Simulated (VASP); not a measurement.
**PbS (strained measured structure): a PBE single-point calculation in VASP**

INCAR

```
LREAL = .FALSE.
ISMEAR = -1
ENCUT = 520
SIGMA = 0.02
NBANDS = 28
LASPH = .TRUE.
NELM = 120
PREC = Accurate
LCHARG = .FALSE.
NSW = 0
ISIF = 2
IBRION = -1
LWAVE = .FALSE.
GGA = PE
EDIFF = 1E-7
```

KPOINTS

```
KPOINTS created by Atomic Simulation Environment
0
Gamma
6 6 4
0 0 0
```

KPOINTS_OPT

```
special points
7
Reciprocal
0.0000000000 0.0000000000 0.0000000000 1
0.0000000000 0.0000000000 0.5000000000 1
-0.4998273751 0.4998273751 0.5000000000 1
-0.5000000000 0.5000000000 0.0000000000 1
-0.5000000000 0.0000000000 0.5000000000 1
-0.5000000000 0.0000000000 0.0000000000 1
0.0000000000 0.5000000000 0.5000000000 1
```

POSCAR

```
Pb S
 1.0000000000000000
     2.9546766125000001   -2.9689065328000002    0.2906060551000000
     2.9546766125000001    2.9689065328000002    0.2906060551000000
    -0.5836033582000000    0.0000000000000000    5.9682506473999997
 Pb  S
   2   2
Cartesian
  3.9942214172859178 -0.0000000000000002  4.9121018725663532
  1.3315284495140809 -0.0000000000000000  1.6373608850336459
  1.0400658785259789  0.0000000000000000  4.6217017736410622
  4.2856839882740205  0.0000000000000002  1.9277609839589371
```

VASP ran with the recommended PBE PAW datasets (40 valence electrons in the cell).

Command

```
mpirun -np 1 vasp_std
```

OSZICAR

```
N       E                     dE             d eps       ncg     rms          rms(c)
DAV:   1     0.418970794454E+03    0.41897E+03   -0.18930E+04  2632   0.154E+03
DAV:   2     0.296561867607E+02   -0.38931E+03   -0.37756E+03  2664   0.405E+02
DAV:   3    -0.162924965392E+02   -0.45949E+02   -0.44599E+02  3428   0.155E+02
DAV:   4    -0.184125714846E+02   -0.21201E+01   -0.21115E+01  3056   0.344E+01
DAV:   5    -0.185041498853E+02   -0.91578E-01   -0.91564E-01  3604   0.748E+00    0.637E+00
DAV:   6    -0.174970998440E+02    0.10071E+01   -0.24778E+00  3652   0.966E+00    0.410E+00
DAV:   7    -0.175088346919E+02   -0.11735E-01   -0.41881E-01  2836   0.263E+00    0.273E+00
DAV:   8    -0.175213357425E+02   -0.12501E-01   -0.75009E-02  3224   0.236E+00    0.137E+00
DAV:   9    -0.175145923234E+02    0.67434E-02   -0.18948E-02  3608   0.117E+00    0.244E-01
DAV:  10    -0.175150110178E+02   -0.41869E-03   -0.24811E-03  3196   0.241E-01    0.987E-02
DAV:  11    -0.175150378086E+02   -0.26791E-04   -0.13405E-04  3112   0.897E-02    0.289E-02
DAV:  12    -0.175150388102E+02   -0.10016E-05   -0.90675E-06  3492   0.228E-02    0.362E-03
DAV:  13    -0.175150380426E+02    0.76763E-06   -0.28500E-06  3236   0.987E-03    0.171E-03
DAV:  14    -0.175150379235E+02    0.11908E-06   -0.32841E-07  2496   0.330E-03    0.142E-03
DAV:  15    -0.175150379894E+02   -0.65960E-07   -0.23019E-08  1548   0.152E-03
   1 F= -.17515038E+02 E0= -.17515038E+02  d E =-.911052E-06
       N       E                     dE             ncg
DAV:   1     0.515377825915E+04   -0.49875E+04      392
DAV:   2     0.240165147639E+04   -0.27521E+04      404
DAV:   3     0.208469945535E+04   -0.31695E+03      492
DAV:   4     0.206931325636E+04   -0.15386E+02      464
DAV:   5     0.206865966970E+04   -0.65359E+00      520
DAV:   6     0.206863387398E+04   -0.25796E-01      528
DAV:   7     0.206863319075E+04   -0.68323E-03      532
DAV:   8     0.206863318476E+04   -0.59869E-05      520
DAV:   9     0.206863318467E+04   -0.97786E-07      348
```

From OUTCAR

```
k-points           NKPTS =     47   k-points in BZ     NKDIM =     47   number of bands    NBANDS=     28

   NELECT =      40.0000    total number of electrons

   dimension x,y,z NGX =    32 NGY =   32 NGZ =   48
   dimension x,y,z NGXF=    64 NGYF=   64 NGZF=   96

  energy-cutoff  :      520.00
  volume of cell :      105.72
      direct lattice vectors                 reciprocal lattice vectors
     2.954676613 -2.968906533  0.290606055     0.167611244 -0.168412173  0.016389808
     2.954676613  2.968906533  0.290606055     0.167611244  0.168412173  0.016389808
    -0.583603358  0.000000000  5.968250647    -0.016322653  0.000000000  0.165957180

 k-points in reciprocal lattice and weights: KPOINTS created by Atomic Simulation Env
   0.00000000  0.00000000  0.00000000       0.007
   0.16666667  0.00000000 -0.00000000       0.028
   0.33333333 -0.00000000 -0.00000000       0.028
   0.50000000 -0.00000000 -0.00000000       0.014
   0.16666667  0.16666667 -0.00000000       0.014
   0.33333333  0.16666667 -0.00000000       0.028
   0.50000000  0.16666667  0.00000000       0.028
  -0.33333333  0.16666667 -0.00000000       0.028
   ...

 E-fermi :   5.8445

 k-point     1 :       0.0000    0.0000    0.0000
  band No.  band energies     occupation
      1     -11.2796      2.00000
      2     -11.1711      2.00000
      3     -11.1521      2.00000
      4     -11.1521      2.00000
      5     -11.1478      2.00000
      6     -11.1388      2.00000
      7     -11.1293      2.00000
      8     -11.1058      2.00000
      9     -11.0954      2.00000
     10     -11.0954      2.00000
     11      -7.8283      2.00000
     12      -6.2459      2.00000
     13      -1.4980      2.00000
     14      -0.4071      2.00000
     15       0.5788      2.00000
     16       2.3075      2.00000
     17       2.3076      2.00000
     18       3.5174      2.00000
     19       3.5174      2.00000
     20       3.5955      2.00000
     21       9.5987      0.00000
     22      10.6801      0.00000
     23      10.9003      0.00000
     24      10.9005      0.00000
     25      11.1085      0.00000
     26      11.3254      0.00000
     27      11.3255      0.00000
     28      12.3834      0.00000

 k-point     2 :       0.1667    0.0000   -0.0000
  band No.  band energies     occupation
      1     -11.2611      2.00000
      2     -11.1608      2.00000
      3     -11.1522      2.00000
      4     -11.1480      2.00000
      5     -11.1455      2.00000
      6     -11.1349      2.00000
      7     -11.1336      2.00000
      8     -11.1147      2.00000
      9     -11.1033      2.00000
     10     -11.0988      2.00000
     11      -7.6726      2.00000
     12      -6.2287      2.00000
     13      -1.9331      2.00000
     14      -0.9084      2.00000
     15       0.7683      2.00000
     16       2.5355      2.00000
     17       2.7845      2.00000
     18       3.4093      2.00000
     19       3.6755      2.00000
     20       4.0073      2.00000
     21       9.3875      0.00000
     22       9.4979      0.00000
     23       9.8130      0.00000
     24      10.2370      0.00000
     25      10.5064      0.00000
     26      10.8637      0.00000
     27      11.3339      0.00000
     28      12.4460      0.00000

 k-point     3 :       0.3333   -0.0000   -0.0000
  band No.  band energies     occupation
      1     -11.2199      2.00000
      2     -11.1559      2.00000
      3     -11.1496      2.00000
      4     -11.1449      2.00000
      5     -11.1368      2.00000
      6     -11.1362      2.00000
      7     -11.1335      2.00000
      8     -11.1217      2.00000
      9     -11.1172      2.00000
     10     -11.1085      2.00000
     11      -7.2405      2.00000
     12      -6.2999      2.00000
     13      -2.5461      2.00000
     14      -1.8412      2.00000
     15       1.3020      2.00000
     16       2.8557      2.00000
     17       3.1454      2.00000
     18       3.7938      2.00000
     19       3.9700      2.00000
     20       4.9256      2.00000
     21       7.4987      0.00000
     22       8.3165      0.00000
     23       8.4100      0.00000
     24       9.0709      0.00000
     25       9.7416      0.00000
     26      10.3085      0.00000
     27      12.9402      0.00000
     28      13.1263      0.00000

 k-point     4 :       0.5000   -0.0000   -0.0000
  band No.  band energies     occupation
      1     -11.1808      2.00000
      2     -11.1807      2.00000
      3     -11.1464      2.00000
      4     -11.1464      2.00000
      5     -11.1396      2.00000
      6     -11.1396      2.00000
      7     -11.1223      2.00000
      8     -11.1223      2.00000
      9     -11.1160      2.00000
     10     -11.1160      2.00000
     11      -6.6819      2.00000
     12      -6.6807      2.00000
     13      -2.5296      2.00000
     14      -2.5282      2.00000
     15       2.0667      2.00000
     16       2.0680      2.00000
     17       3.8245      2.00000
     18       3.8256      2.00000
     19       4.9170      2.00000
     20       4.9170      2.00000
     21       7.0962      0.00000
     22       7.0963      0.00000
     23       8.1079      0.00000
     24       8.1095      0.00000
     25       9.8151      0.00000
     26       9.8179      0.00000
     27      14.0000      0.00000
     28      14.0016      0.00000

 k-point     5 :       0.1667    0.1667   -0.0000
  band No.  band energies     occupation
      1     -11.2493      2.00000
      2     -11.1583      2.00000
      3     -11.1537      2.00000
      4     -11.1510      2.00000
      5     -11.1387      2.00000
      6     -11.1331      2.00000
      7     -11.1298      2.00000
      8     -11.1223      2.00000
      9     -11.1166      2.00000
     10     -11.0955      2.00000
     11      -7.5153      2.00000
     12      -6.2029      2.00000
     13      -2.0922      2.00000
     14      -1.1619      2.00000
     15       0.9454      2.00000
     16       1.7810      2.00000
     17       3.1765      2.00000
     18       3.2637      2.00000
     19       3.9291      2.00000
     20       4.6017      2.00000
     21       8.0360      0.00000
     22       8.8173      0.00000
     23       9.9571      0.00000
     24      10.3241      0.00000
     25      10.5128      0.00000
     26      10.6545      0.00000
     27      11.1137      0.00000
     28      12.5522      0.00000

 k-point     6 :       0.3333    0.1667   -0.0000
  band No.  band energies     occupation
      1     -11.2264      2.00000
      2     -11.1818      2.00000
      3     -11.1605      2.00000
      4     -11.1371      2.00000
      5     -11.1369      2.00000
      6     -11.1336      2.00000
      7     -11.1251      2.00000
      8     -11.1249      2.00000
      9     -11.1122      2.00000
     10     -11.1000      2.00000
     11      -7.0899      2.00000
     12      -6.2420      2.00000
     13      -2.4109      2.00000
     14      -1.7940      2.00000
     15       1.4396      2.00000
     16       1.8290      2.00000
     17       2.8125      2.00000
     18       3.1872      2.00000
     19       4.1687      2.00000
     20       4.6708      2.00000
     21       7.7095      0.00000
     22       7.9061      0.00000
     23       9.7983      0.00000
     24       9.8968      0.00000
     25      10.0502      0.00000
     26      10.1828      0.00000
     27      11.3559      0.00000
     28      13.7621      0.00000

 k-point     7 :       0.5000    0.1667    0.0000
  band No.  band energies     occupation
      1     -11.2063      2.00000
      2     -11.2062      2.00000
      3     -11.1535      2.00000
      4     -11.1535      2.00000
      5     -11.1384      2.00000
      6     -11.1384      2.00000
      7     -11.1110      2.00000
      8     -11.1110      2.00000
      9     -11.1075      2.00000
     10     -11.1075      2.00000
     11      -6.5676      2.00000
     12      -6.5665      2.00000
     13      -2.3550      2.00000
     14      -2.3537      2.00000
     15       2.1308      2.00000
     16       2.1321      2.00000
     17       2.6353      2.00000
     18       2.6367      2.00000
     19       4.2012      2.00000
     20       4.2026      2.00000
     21       8.0547      0.00000
     22       8.0558      0.00000
     23       9.3866      0.00000
     24       9.3879      0.00000
     25       9.8076      0.00000
     26       9.8102      0.00000
     27      12.3997      0.00000
     28      12.4004      0.00000

 ...

  Total        1.1186081      1.1230131      0.5816184      0.0000000      0.0000000      0.0455105
  in kB       16.9530605     17.0198209      8.8147156      0.0000000      0.0000000      0.6897348
  external PRESSURE =      14.2625323 kB  Pullay stress =       0.0000000 kB

 POSITION                                       TOTAL-FORCE (eV/Angst)
 -----------------------------------------------------------------------------------
      3.99422      0.00000      4.91210         0.000245      0.000000      0.000079
      1.33153      0.00000      1.63736        -0.000245      0.000000     -0.000079
      1.04007      0.00000      4.62170        -0.000459      0.000000     -0.000174
      4.28568      0.00000      1.92776         0.000459      0.000000      0.000174
 -----------------------------------------------------------------------------------
    total drift:                                0.000000      0.000000     -0.000000

  FREE ENERGIE OF THE ION-ELECTRON SYSTEM (eV)
  ---------------------------------------------------
  free  energy   TOTEN  =       -17.5150379894 eV

  energy  without entropy=      -17.5150370784  energy(sigma->0) =      -17.51503753
```

The gap between bands v and c is 0.41 eV. The least direct gap is 0.41 eV. The pressure is 1.4 GPa.

Band v is the last that the valence electrons fill when counted band by band, and c is the next.

The run took about 89 s on one core of a shared host (Intel Xeon Platinum 8488C) and held 0.33 GiB at most.
